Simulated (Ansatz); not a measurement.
## BaTiO3 (Barioperovskite) in Ansatz: convergence with k mesh

The system is BaTiO3 (Barioperovskite).

```
CELL_PARAMETERS angstrom
3.98550 0.00000 0.00000
0.00000 2.83690 2.84515
0.00000 -2.83690 2.84515
ATOMIC_POSITIONS crystal
Ba 0.00052 0.99985 0.00607
Ti 0.50393 0.51327 0.51997
O 0.50040 0.97716 0.50313
O 0.51683 0.50211 0.00965
O 0.00525 0.48972 0.50255
```

The cell isn't the ideal one: atoms moved at random, drawn with an rms of 0.05 Å.

* Program: Ansatz 0.2.0
* Task: convergence study
* Functional: PBEsol
* Potentials or basis: Ansatz PAW
* Cutoff: 420 eV (not typed: the program's choice for these potentials)
* k mesh: 2 × 2 × 2
* Occupations: methfessel-paxton, width 0.1 eV
* Spin: no spin polarisation

These are the settings of the first run; the series varies k mesh, with any setting tied to it.

Hardware: 2 threads of Arm Neoverse V2, with other jobs on the host.

Q: The values tried are 2 × 2 × 2, 3 × 3 × 3, 4 × 4 × 4, 5 × 5 × 5, 6 × 6 × 6, 8 × 8 × 8, 9 × 9 × 9, 11 × 11 × 11, loosest first. From which on does the energy stay within 1 meV/atom of the tightest run that finished?

A: From 5 × 5 × 5 on.

| k mesh | energy less the tightest run, at zero smearing (meV/atom) | pressure (GPa) | largest force (eV/Å) | gap on the mesh (eV) | SCF cycles | CPU time (s) | peak memory (GiB) |
| --- | --- | --- | --- | --- | --- | --- | --- |
| 2 × 2 × 2 | 123.85 | -1.29 | 2.165 | 1.621 | 6 | 1.5 | 0.31 |
| 3 × 3 × 3 | 13.64 | -3.12 | 0.718 | 2.068 | 6 | 3.2 | 0.33 |
| 4 × 4 × 4 | 1.80 | -3.28 | 0.651 | 1.860 | 6 | 6.9 | 0.37 |
| 5 × 5 × 5 | 0.22 | -3.30 | 0.637 | 2.024 | 6 | 13 | 0.41 |
| 6 × 6 × 6 | 0.02 | -3.30 | 0.633 | 1.867 | 6 | 22 | 0.46 |
| 8 × 8 × 8 | -0.01 | -3.30 | 0.632 | 1.867 | 6 | 50 | 0.64 |
| 9 × 9 × 9 | 0.00 | -3.30 | 0.632 | 1.930 | 6 | 71 | 0.78 |
| 11 × 11 × 11 | 0.00 | -3.30 | 0.632 | 1.911 | 6 | 130 | 1.1 |

Against the tightest run, the pressure stays within 0.1 GPa from 4 × 4 × 4 on; the largest force stays within 0.005 eV/Å from 5 × 5 × 5 on. Not settled before the last step: the gap on the mesh (to 0.01 eV). Meshes of other sizes hit other points, so gaps and Fermi surfaces needn't settle smoothly. The tightest run that finished is the yardstick and may itself not be fully converged.

Caveat, for the tightest run too: odd divisions of the mesh miss points on the zone boundary, where band edges often lie, so the gap on the mesh can be too wide; the pressure holds a Pulay correction of +0.6 GPa for the finite cutoff; spin-orbit coupling is left out, which moves the levels of the heavy elements; the PAW data sets come from PBE, with cores solved anew for the run's functional, which leaves a small shift of forces and pressure.
